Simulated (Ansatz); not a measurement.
# Relaxation of SiNi

Wanted: the geometry at rest of SiNi (a database structure at a slightly changed volume), relaxing cell and atoms, and its electronic structure there.

All numbers below are computed with Ansatz 0.2.0 (DFT, PBE, non-collinear spin, plane waves, PAW).

### Step 1. Geometry

It takes space group Pmmn (No. 59, orthorhombic). The conventional cell has a = 3.053 Å, b = 3.302 Å, c = 4.739 Å, α = 90.00°, β = 90.00°, γ = 90.00°. Ni (site symmetry mm2) has 6 Si at 2.36 to 2.42 Å and 4 Ni at 2.69 Å as nearest neighbours. Si (site symmetry mm2) has 6 Ni at 2.36 to 2.42 Å and 4 Si at 2.70 Å as nearest neighbours.

The coordinates stand in the input below.

The first density is read from a saved solution for the starting cell.

### Step 2. The walk to rest

input.yaml

```yaml
crystal:
  lattice:
    - [3.30243114, 0.0, 0.0]
    - [0.0, 3.05336922, 0.0]
    - [0.0, 0.0, 4.73927873]
  atoms:
    - { symbol: Ni, position: [0.25, 0.25, 0.34422], spin: 2, spin_axis: [-0.95044, 0.24503, 0.19138] }
    - { symbol: Ni, position: [0.75, 0.75, 0.65578], spin: 2, spin_axis: [0.47383, 0.69407, -0.54199] }
    - { symbol: Si, position: [0.25, 0.25, 0.8423] }
    - { symbol: Si, position: [0.75, 0.75, 0.1577] }
  symmetry: { tolerance: 0.0003 }
kpoints:
  mp_grid: { grid: [5, 6, 4], shift: [0, 0, 0] }
magnetization:
  noncollinear: true
  spin_orbit: false
scf:
  occupations: { method: fermi_dirac }
  lower_state_search: "off"
hamiltonian:
  pseudopotentials: { kind: paw }
  xc: pbe
basis:
  ecutwfc: 420
  fft_grid_basis: typed
relax:
  max_steps: 60
  cell: { p_target: 0.0 }
  f_tol: 0.03
output:
  forces: true
  stress: true
  eigenvalues: true
  bader: true
  populations: true
  elf: true
  write_potential: true
  volumetric_format: npy
  dos:
    e_range: [-12, 8]
    de: 0.05
    projected: { site_lists: { Ni: [Ni], Si: [Si] } }
    method: { smearing: { sigma: 0.1, scheme: gaussian } }
checkpoint:
  read: saved_state
```

Run with:

```sh
$ ansatz run input.yaml --threads 2 --pin off --max-ram 3584MiB --backend cpu --events-out ev --progress --plain --runs-dir out
```

What does the calculation give? Wanted: moves; energy gained; largest move; cell; volume; pressure at the end; character; Bader charges; moments.

**Answer**, as computed:

| quantity | value |
| --- | --- |
| moves | 8 |
| energy gained | 12.4 meV/atom |
| largest move | 0.01 Å (Ni) |
| space group (0.01 Å), before / after | Pmmn / Pmmn |
| cell | a = 3.074 Å, b = 3.215 Å, c = 4.732 Å, α = 90.00°, β = 90.00°, γ = 90.00° |
| volume | 11.69 Å³/atom (-2.1 %) |
| pressure at the end | 0.01 GPa |
| formation energy (elements from separate runs) | -0.46 eV/atom |
| character | metal |
| density of states, mean within 0.25 eV of the Fermi level | 0.67 per eV per cell |
| Bader charges | Ni -0.37, Si +0.37 e |
| moments | none |

What this shows: The volume shrank by 2.1 %, and the largest move of an atom is 0.01 Å apart from the change of the cell; the energy fell by 12.4 meV per atom. The shape changed more than that tells: the edges moved by -7, +5, -0 %. With 8 symmetry operations imposed, the end may be a saddle point towards distortions that break them. It is a metal; within 0.25 eV of the Fermi level the density of states averages 0.67 per eV per cell, mostly Ni d (51 %) and Si p (31 %), but it varies sharply: 0.24 at the Fermi level itself, on this mesh. By Bader's partition Si gives up most (+0.37 e) and Ni takes most (-0.37 e). Against the elements' reference phases (Ni fcc, Si diamond; separate runs with the same functional) the formation energy is -0.46 eV per atom, so it is bound against them, though other compounds may compete.

Keep in mind: no moment survived this start, and a magnetic state may lie lower; the k mesh is coarse for a cell without a gap.
